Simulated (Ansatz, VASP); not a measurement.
# One calculation of Ni, two programs

```
CELL_PARAMETERS angstrom
0.00000 1.86578 1.86578
1.86578 0.00000 1.86578
1.86578 1.86578 0.00000
ATOMIC_POSITIONS crystal
Ni 0.00000 0.00000 0.00000
```

Alike in both runs: task single point; functional PBE; k mesh 8 × 8 × 8; occupations gaussian, width 0.1 eV; collinear spin.

|  | VASP | Ansatz |
| --- | --- | --- |
| version | VASP 6.6.1 | Ansatz 0.2.0 |
| potentials or method | VASP PAW PBE potentials, release 64 (Ni) | scalar-relativistic, plane waves, PAW |
| plane-wave cutoff (eV) | 520 | 420 |
| valence electrons in the cell | 10 | 18 |

Ansatz gave:

```
gap on the k mesh at the Fermi level (eV)                     : none
pressure (GPa)                                                : -22.8
net moment per atom (μB)                                      : 0.70
size of the moment on the site where the two differ most (μB) : 0.74
```

Estimate VASP's values.

gap on the k mesh at the Fermi level (eV): none; pressure (GPa): -22.1; net moment per atom (μB): 0.69; size of the moment on the site where the two differ most (μB): 0.72.

Site moments also hang on the region over which each program counts them. A gap of «none» marks a metal or a gap that the smearing closes. The two sets of potentials don't hold the same shells in valence.

Caveats: the k mesh is coarse (spacing up to 0.36 Å⁻¹), so the values aren't converged; so large a pressure means that the cell lies far from this level's equilibrium, or that cutoff or potentials fall short (VASP).
